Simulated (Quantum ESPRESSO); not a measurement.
The system is CoO.

```xyz
2
Lattice="2.8563 0.0000 0.0000 -1.4281 2.4736 0.0000 0.0000 0.0000 2.7876" Properties=species:S:1:pos:R:3 pbc="T T T"
Co    0.0000    0.0000    0.0000
O     1.4281    0.8245    1.3938
```

Measurements of this composition are mostly on another form, of space group No. 225.

Base run:

```yaml
Program: Quantum ESPRESSO 7.5
Functional: LDA
Potentials_or_basis: SSSP 1.3 efficiency PBE
Cutoff: 748 eV
Density_cutoff: 5987 eV
k_mesh: 11 × 11 × 10
Occupations: fermi-dirac, width 0.05 eV
Spin: collinear spin, ferromagnetic start
Starting_moments: "[2.0, 0.0] μB"
Hubbard_terms: Co d U = 3 eV
```

Its results: band gap on the k mesh none (metal or under the smearing width); pressure -18.7 GPa; net moment 3.00 μB per cell; site moments Co +2.57; O +0.34 μB.

Q: After a change of settings the same cell gave: band gap on the k mesh none (metal or under the smearing width); pressure -17.3 GPa; net moment 3.00 μB per cell; site moments Co +2.59; O +0.32 μB. Which change was it?
A. hubbard terms from Co d U = 3 eV to Co d U = 4 eV
B. hubbard terms from Co d U = 3 eV to Co d U = 8 eV
C. hubbard terms from Co d U = 3 eV to none

A: A.

Caveats: the potentials were made for another functional, which shifts forces and pressure; a cell with one magnetic atom can't hold antiferromagnetic order, which such compounds often take.
